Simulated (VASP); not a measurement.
# P (Pm-3m) in VASP: further runs

One crystal, P, is run at these levels: PBE; tasks: single point, relaxation of cell and atoms.

Everything below comes from runs of VASP 6.6.1. Logs are shortened: lines on timing, memory, paths and dates and some standing lists are left out, and cuts for length are marked.

## (1) The structure

Symmetry: Pm-3m, No. 221, cubic system. The conventional cell has a = 2.444 Å, b = 2.444 Å, c = 2.444 Å, α = 90.00°, β = 90.00°, γ = 90.00°. P (site symmetry m-3m) is surrounded by 6 P at 2.44 Å.

The cell was built by a generator and needn't be a form met in nature.

## (2) Single point, PBE

Input file INCAR:

```
SYSTEM = P
PREC = Accurate
ENCUT = 520
EDIFF = 1E-7
ISMEAR = 0
SIGMA = 0.1
LREAL = .False.
LASPH = .True.
NELM = 100
ALGO = Normal
ISIF = 2
LWAVE = .False.
LCHARG = .False.
GGA = PE
NBANDS = 8
```

Input file KPOINTS:

```
Automatic mesh
0
Gamma
  22 22 22
  0 0 0
```

Input file POSCAR:

```
P
1.0
    2.4441814961      0.0000000000      0.0000000000
    0.0000000000      2.4441814961      0.0000000000
    0.0000000000      0.0000000000      2.4441814961
P
1
Direct
    0.0000000000      0.0000000000      0.0000000000
```

Potentials or basis: VASP PAW PBE potentials, release 64 (P).

The run is started by

```
$ cat potpaw_PBE.64/P/POTCAR > POTCAR
$ mpirun -np 1 vasp_std > vasp.out
```

OUTCAR:

```text
SYSTEM = P
   PREC = Accurate
   ENCUT = 520
   EDIFF = 1E-7
   ISMEAR = 0
   LREAL = .False.
   LASPH = .True.
   NELM = 100
   ISIF = 2
   GGA = PE

 ion  position               nearest neighbor table
   1  0.000  0.000  0.000-

  LATTYP: Found a simple cubic cell.
 ALAT       =     2.4441814961

  Lattice vectors:

 A1 = (   2.4441814961,   0.0000000000,   0.0000000000)
 A2 = (   0.0000000000,   2.4441814961,   0.0000000000)
 A3 = (   0.0000000000,   0.0000000000,   2.4441814961)

Analysis of symmetry for initial positions (statically):
=====================================================================
 Subroutine PRICEL returns:
 Original cell was already a primitive cell.

 Routine SETGRP: Setting up the symmetry group for a
 simple cubic supercell.

 Subroutine GETGRP returns: Found 48 space group operations
 (whereof 48 operations were pure point group operations)
 out of a pool of 48 trial point group operations.

The static configuration has the point symmetry O_h .

Analysis of symmetry for dynamics (positions and initial velocities):
=====================================================================
 Subroutine PRICEL returns:
 Original cell was already a primitive cell.

 Routine SETGRP: Setting up the symmetry group for a
 simple cubic supercell.

 Subroutine GETGRP returns: Found 48 space group operations
 (whereof 48 operations were pure point group operations)
 out of a pool of 48 trial point group operations.

The dynamic configuration has the point symmetry O_h .

 Subroutine INISYM returns: Found 48 space group operations
 (whereof 48 operations are pure point group operations),
 and found     1 'primitive' translations

----------------------------------------------------------------------------------------

                                     Primitive cell

  volume of cell :      14.6016

  direct lattice vectors                    reciprocal lattice vectors
     2.444181496  0.000000000  0.000000000     0.409134920  0.000000000  0.000000000
     0.000000000  2.444181496  0.000000000     0.000000000  0.409134920  0.000000000
     0.000000000  0.000000000  2.444181496     0.000000000  0.000000000  0.409134920

  length of vectors
     2.444181496  2.444181496  2.444181496     0.409134920  0.409134920  0.409134920

  position of ions in fractional coordinates (direct lattice)
     0.000000000  0.000000000  0.000000000

  ion indices of the primitive-cell ions
   primitive index   ion index
                 1           1

----------------------------------------------------------------------------------------

 KPOINTS: Automatic mesh

Automatic generation of k-mesh.
 Grid dimensions read from file:
 generate k-points for:   22   22   22

 Generating k-lattice:

  Cartesian coordinates                     Fractional coordinates (reciprocal lattice)
     0.018597042  0.000000000  0.000000000     0.045454545  0.000000000  0.000000000
     0.000000000  0.018597042  0.000000000     0.000000000  0.045454545  0.000000000
     0.000000000  0.000000000  0.018597042     0.000000000  0.000000000  0.045454545

  Length of vectors
     0.018597042  0.018597042  0.018597042

  Shift w.r.t. Gamma in fractional coordinates (k-lattice)
     0.000000000  0.000000000  0.000000000

 Subroutine IBZKPT returns following result:
 ===========================================

 Found    364 irreducible k-points:

 Following reciprocal coordinates:
            Coordinates               Weight
  0.000000  0.000000  0.000000      1.000000
  0.045455  0.000000  0.000000      6.000000
  0.090909  0.000000  0.000000      6.000000
  0.136364  0.000000  0.000000      6.000000
  0.181818  0.000000  0.000000      6.000000
  0.227273  0.000000  0.000000      6.000000
[... 16 lines left out ...]
  0.500000  0.045455  0.000000     12.000000
  0.090909  0.090909  0.000000     12.000000
 [... further k-points ...]
   k-points           NKPTS =    364   k-points in BZ     NKDIM =    364   number of bands    NBANDS=      8
   number of dos      NEDOS =    301   number of ions     NIONS =      1
   total plane-waves  NPLWV =   5832
   dimension x,y,z NGX =    18 NGY =   18 NGZ =   18
   dimension x,y,z NGXF=    36 NGYF=   36 NGZF=   36
   ions per type =               1
   NGX,Y,Z   is equivalent  to a cutoff of  12.24, 12.24, 12.24 a.u.
   NGXF,Y,Z  is equivalent  to a cutoff of  24.49, 24.49, 24.49 a.u.
 SYSTEM =  P
   PREC   = accura    normal or accurate (medium, high low for compatibility)
   ISTART =      0    job   : 0-new  1-cont  2-samecut
   ICHARG =      2    charge: 1-file 2-atom 10-const
   ISPIN  =      1    spin polarized calculation?
   LNONCOLLINEAR =      F non collinear calculations
   LSORBIT =      F    spin-orbit coupling
   LASPH  =      T    aspherical Exc in radial PAW
   ENCUT  =  520.0 eV  38.22 Ry    6.18 a.u.   4.54  4.54  4.54*2*pi/ulx,y,z
   NELM   =    100;   NELMIN=  2; NELMDL= -5     # of ELM steps
   EDIFF  = 0.1E-06   stopping-criterion for ELM
   LREAL  =      F    real-space projection
   EDIFFG = 0.1E-05   stopping-criterion for IOM
   NSW    =      0    number of steps for IOM
   IBRION =     -1    ionic relax: 0-MD 1-quasi-New 2-CG
   NFREE  =      0    steps in history (QN), initial steepest desc. (CG)
   ISIF   =      2    stress and relaxation
   ISYM   =      2    0-nonsym 1-usesym 2-fastsym
   POTIM  = 0.5000    time-step for ionic-motion
   TEBEG  =    0.0;   TEEND  =   0.0 temperature during run
   PSTRESS=    0.0 pullay stress
   NELECT =       5.0000    total number of electrons
   NUPDOWN=      -1.0000    fix difference up-down
   EMIN   =  10.00;   EMAX   =-10.00  energy-range for DOS
   EFERMI =   0.00;   METHOD = LEGACY
   ISMEAR =     0;   SIGMA  =   0.10  broadening in eV -4-tet -1-fermi 0-gaus
   EFERMI_NEDOS =   21; number of points for ismear=-14 and -15
   IALGO  =     38    algorithm
   IMIX   =      4    mixing-type and parameters
     AMIX     =   0.40;   BMIX     =  1.00
     AMIX_MAG =   1.60;   BMIX_MAG =  1.00
  volume/ion in A,a.u.               =      14.60        98.54
  Fermi-wavevector in a.u.,A,eV,Ry     =   1.145332  2.164364 17.847923  1.311785
  Thomas-Fermi vector in A             =   2.282021
   LORBIT       =      0    0 simple, 1 ext, 2 COOP (PROOUT), +10 PAW based schemes
   GGA     = PE    functional components
   LHFCALC =     F    Hartree Fock is set to
   AEXX    =    0.0000 exact exchange contribution
   IVDW    =     0    specifies the selected vdW correction
   LEPSILON=     F    determine dielectric tensor
   LRPA    =     F    only Hartree local field effects (RPA)
 non-spin polarized calculation
 Gauss-broadening in eV      SIGMA  =   0.10
  energy-cutoff  :      520.00
  volume of cell :       14.60
 maximum number of plane-waves:       406
   NGX =  9   NGY =  9   NGZ =  9

 number of electron       4.9999999 magnetization

 Free energy of the ion-electron system (eV)
  ---------------------------------------------------
  ext. energy  EPLUGINS =         0.00000000
  ---------------------------------------------------
  free energy    TOTEN  =        -5.27565387 eV

  energy without entropy =       -5.27447161  energy(sigma->0) =       -5.27506274

 E-fermi :   9.5656     XC(G=0): -11.2667

 val. band max:        9.5409443623   @ k =   0.4545   0.2727   0.2727
 cond. band min:       9.6163903250   @ k =   0.3182   0.2273   0.1364
 fundamental gap:      0.0754459628
 Fermi energy:         9.5656444215

 k-point     1 :       0.0000    0.0000    0.0000
  band No.  band energies     occupation
      1      -6.8690      2.00000
      2      14.6056      0.00000
      3      14.6056      0.00000
      4      14.6056      0.00000
      5      16.4115      0.00000
      6      16.4115      0.00000
      7      23.8524      0.00000
      8      33.9901      0.00000

 k-point     2 :       0.0455    0.0000    0.0000
  band No.  band energies     occupation
      1      -6.8219      2.00000
      2      13.5910      0.00000
      3      14.6427      0.00000
      4      14.6427      0.00000
      5      16.4491      0.00000
      6      17.3703      0.00000
      7      24.0129      0.00000
      8      33.6140      0.00000

 k-point     3 :       0.0909    0.0000    0.0000
  band No.  band energies     occupation
      1      -6.6809      2.00000
      2      12.0077      0.00000
      3      14.7533      0.00000
      4      14.7533      0.00000
      5      16.5608      0.00000
      6      18.7608      0.00000
      7      24.5148      0.00000
      8      32.6658      0.00000

 k-point     4 :       0.1364    0.0000    0.0000
  band No.  band energies     occupation
      1      -6.4470      2.00000
      2      10.3859      0.00000
      3      14.9356      0.00000
      4      14.9356      0.00000
      5      16.7437      0.00000
      6      20.0030      0.00000
      7      25.3882      0.00000
      8      31.4410      0.00000

 k-point     5 :       0.1818    0.0000    0.0000
  band No.  band energies     occupation
      1      -6.1217      2.00000
      2       8.7971      2.00000
      3      15.1859      0.00000
      4      15.1859      0.00000
      5      16.9918      0.00000
      6      21.0256      0.00000
      7      26.5884      0.00000
      8      30.1271      0.00000

 k-point     6 :       0.2273    0.0000    0.0000
  band No.  band energies     occupation
      1      -5.7080      2.00000
      2       7.2678      2.00000
      3      15.4981      0.00000
      4      15.4981      0.00000
      5      17.2958      0.00000
      6      21.8835      0.00000
      7      27.9325      0.00000
      8      28.8220      0.00000

 k-point     7 :       0.2727    0.0000    0.0000
  band No.  band energies     occupation
      1      -5.2109      2.00000
      2       5.8150      2.00000
      3      15.8622      0.00000
      4      15.8622      0.00000
      5      17.6417      0.00000
      6      22.6644      0.00000
      7      27.5816      0.00000
      8      27.5816      0.00000

 k-point     8 :       0.3182    0.0000    0.0000
  band No.  band energies     occupation
      1      -4.6393      2.00000
      2       4.4547      2.00000
      3      16.2616      0.00000
      4      16.2616      0.00000
      5      18.0086      0.00000
      6      23.4311      0.00000
      7      26.4465      0.00000
      8      26.4465      0.00000

 k-point     9 :       0.3636    0.0000    0.0000
  band No.  band energies     occupation
      1      -4.0111      2.00000
      2       3.2095      2.00000
      3      16.6690      0.00000
      4      16.6690      0.00000
      5      18.3664      0.00000
      6      24.2157      0.00000
      7      25.4576      0.00000
      8      25.4576      0.00000

 k-point    10 :       0.4091    0.0000    0.0000
  band No.  band energies     occupation
      1      -3.3669      2.00000
      2       2.1227      2.00000
      3      17.0402      0.00000
      4      17.0402      0.00000
      5      18.6752      0.00000
      6      24.6667      0.00000
      7      24.6667      0.00000
      8      25.0243      0.00000
[... 78 lines left out ...]
 k-point    18 :       0.2727    0.0455    0.0000
  band No.  band energies     occupation
      1      -5.1640      2.00000
      2       5.8550      2.00000
      3      14.9632      0.00000
      4      15.8985      0.00000
      5      18.3657      0.00000
      6      22.8935      0.00000
      7      26.9047      0.00000
      8      27.6160      0.00000

 k-point    19 :       0.3182    0.0455    0.0000
  band No.  band energies     occupation
      1      -4.5924      2.00000
      2       4.4961      2.00000
      3      15.3701      0.00000
      4      16.2976      0.00000
      5      18.7392      0.00000
      6      23.5552      0.00000
      7      25.9279      0.00000
      8      26.4817      0.00000

 k-point    20 :       0.3636    0.0455    0.0000
  band No.  band energies     occupation
      1      -3.9643      2.00000
      2       3.2517      2.00000
      3      15.7842      0.00000
      4      16.7046      0.00000
      5      19.1075      0.00000
      6      23.9267      0.00000
      7      25.3496      0.00000
      8      25.4935      0.00000

 k-point    21 :       0.4091    0.0455    0.0000
  band No.  band energies     occupation
      1      -3.3200      2.00000
      2       2.1653      2.00000
      3      16.1604      0.00000
      4      17.0754      0.00000
      5      19.4309      0.00000
      6      23.6099      0.00000
      7      24.7033      0.00000
      8      25.6697      0.00000

 k-point    22 :       0.4545    0.0455    0.0000
  band No.  band energies     occupation
      1      -2.7616      2.00000
      2       1.3411      2.00000
      3      16.4340      0.00000
      4      17.3460      0.00000
      5      19.6598      0.00000
      6      23.1781      0.00000
      7      24.1795      0.00000
      8      26.3727      0.00000

 k-point    23 :       0.5000    0.0455    0.0000
  band No.  band energies     occupation
      1      -2.5156      2.00000
      2       1.0062      2.00000
      3      16.5360      0.00000
      4      17.4470      0.00000
      5      19.7439      0.00000
      6      23.0079      0.00000
      7      23.9938      0.00000
      8      26.9034      0.00000

 k-point    24 :       0.0909    0.0909    0.0000
  band No.  band energies     occupation
      1      -6.4930      2.00000
      2      11.7519      0.00000
      3      12.6822      0.00000
      4      14.9007      0.00000
      5      17.8967      0.00000
      6      19.9332      0.00000
      7      24.9977      0.00000
      8      31.2505      0.00000

 [... further k-points ...]

------------------------ aborting loop because EDIFF is reached ----------------------------------------

  FORCE on cell =-STRESS in cart. coord.  units (eV):
  Direction    XX          YY          ZZ          XY          YZ          ZX
  --------------------------------------------------------------------------------------
  -------------------------------------------------------------------------------------
  Total       -0.0212046     -0.0212046     -0.0212046     -0.0000000     -0.0000000      0.0000000
  in kB       -2.3266958     -2.3266958     -2.3266958     -0.0000000     -0.0000000      0.0000000
  external PRESSURE =      -2.3266958 kB  Pullay stress =       0.0000000 kB

 VOLUME and BASIS-vectors are now :
 -----------------------------------------------------------------------------
  energy-cutoff  :      520.00
  volume of cell :       14.60
      direct lattice vectors                 reciprocal lattice vectors
     2.444181496  0.000000000  0.000000000     0.409134920  0.000000000  0.000000000
     0.000000000  2.444181496  0.000000000     0.000000000  0.409134920  0.000000000
     0.000000000  0.000000000  2.444181496     0.000000000  0.000000000  0.409134920

 POSITION                                       TOTAL-FORCE (eV/Angst)
 -----------------------------------------------------------------------------------
      0.00000      0.00000      0.00000         0.000000      0.000000      0.000000
 -----------------------------------------------------------------------------------
    total drift:                               -0.000000      0.000000      0.000000

  FREE ENERGIE OF THE ION-ELECTRON SYSTEM (eV)
  ---------------------------------------------------
  free  energy   TOTEN  =        -5.2756538723 eV

  energy  without entropy=       -5.2744716107  energy(sigma->0) =       -5.27506274
```

It took 14 s on 1 thread of Intel Xeon Platinum 8488C (Sapphire Rapids), shared host; peak memory 0.13 GiB.

Results:

* Free energy: -5.2757 eV
* Pressure: -0.2 GPa
* Band gap on the k mesh: none (metal or under the smearing width)

Levels at points of the mesh, in eV from the Fermi level:
| k point | band 1 | band 2 | band 3 | band 4 | band 5 | band 6 |
| --- | --- | --- | --- | --- | --- | --- |
| (0.00, 0.00, 0.00) | -16.43 | 5.04 | 5.04 | 5.04 | 6.85 | 6.85 |
| (0.50, 0.00, 0.00) | -12.13 | -8.60 | 7.85 | 7.85 | 9.40 | 14.39 |
| (0.50, 0.50, 0.00) | -7.46 | -5.22 | -5.22 | 1.05 | 10.44 | 16.91 |
| (0.50, 0.50, 0.50) | -2.14 | -2.14 | -2.14 | -1.66 | 4.73 | 4.73 |

## (3) Single point, PBE

Input file INCAR:

```
SYSTEM = P
PREC     = Accurate       ! precision mode
ENCUT    = 520            ! plane-wave cutoff, eV
EDIFF    = 1E-6           ! SCF threshold, eV
ISMEAR   = 0              ! smearing method
SIGMA    = 0.1            ! smearing width, eV
LREAL    = .FALSE.        ! projectors in reciprocal space
LASPH    = .TRUE.         ! aspherical terms in the spheres
NELM     = 100            ! most SCF steps
ALGO     = Fast           ! electronic algorithm
ISIF     = 2              ! what is computed and relaxed
LWAVE    = .FALSE.        ! write WAVECAR
LCHARG   = .FALSE.        ! write CHGCAR
GGA      = PE             ! functional
NBANDS   = 8              ! bands
```

Input file KPOINTS:

```
regular mesh
0
G
  22 22 22
  0 0 0
```

POSCAR is that of step 2.

Potentials or basis: VASP PAW PBE potentials, release 64 (P).

The run is started by

```
$ cat potpaw_PBE.64/P/POTCAR > POTCAR
$ mpirun -np 1 vasp_std > vasp.out
```

It took 13 s on 1 thread of Intel Xeon Platinum 8488C (Sapphire Rapids), shared host; peak memory 0.14 GiB.

The run converged. Its results:

| Property | Result |
| --- | --- |
| Free energy | -5.2757 eV |
| Pressure | -0.2 GPa |
| Band gap on the k mesh | none (metal or under the smearing width) |

Levels at points of the mesh, in eV from the Fermi level:
```
           k point  band 1  band 2  band 3  band 4  band 5  band 6  band 7
(0.00, 0.00, 0.00)  -16.43    5.04    5.04    5.04    6.85    6.85   14.29
(0.50, 0.00, 0.00)  -12.13   -8.60    7.85    7.85    9.40   14.39   14.39
(0.50, 0.50, 0.00)   -7.46   -5.22   -5.22    1.05   10.44   16.91   16.91
(0.50, 0.50, 0.50)   -2.14   -2.14   -2.14   -1.66    4.73    4.73    4.73
```

[end of part 1 of 2]
